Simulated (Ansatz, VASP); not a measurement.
Two plane-wave programs on BN

```
B N
1.0
     2.75825    0.00000    0.00000
    -1.37913    2.38872    0.00000
     0.00000    0.00000    4.22685
B N
2 2
Cartesian
  1.3791 0.7962 4.2257
  0.0000 1.5925 2.1123
  1.3791 0.7962 2.6430
  0.0000 1.5925 0.5295
```

Change from the starting cell: strain +0.080 along x and y, +0.000 along z, atoms carried along.

Alike in both runs: task single point; functional LDA; k mesh 12 × 12 × 6; occupations gaussian, width 0.05 eV; no spin polarisation.

```csv
,VASP,Ansatz
version,VASP 6.6.1,Ansatz 0.2.0
potentials or method,"VASP PAW LDA potentials, release 64 (B, N)","scalar-relativistic, plane waves, PAW"
plane-wave cutoff (eV),520,420
valence electrons in the cell,16,16
```

```csv
,VASP,Ansatz,Ansatz less VASP
gap on the k mesh at the Fermi level (eV),5.27,5.28,+0.013
least direct gap on the mesh (eV),6.37,6.37,-0.002
pressure (GPa),-51.1,-51.5,-0.38
largest component of the traceless stress (GPa),32.55,32.36,-0.183
rms of the force components (eV/Å),0.088,0.095,+0.0068
```

Atom by atom the forces differ by 0.007 eV/Å (rms over components).

Caveats: the cell as given lies far from equilibrium; so large a pressure means that the cell lies far from this level's equilibrium, or that cutoff or potentials fall short (VASP). A k mesh can miss the band edges.
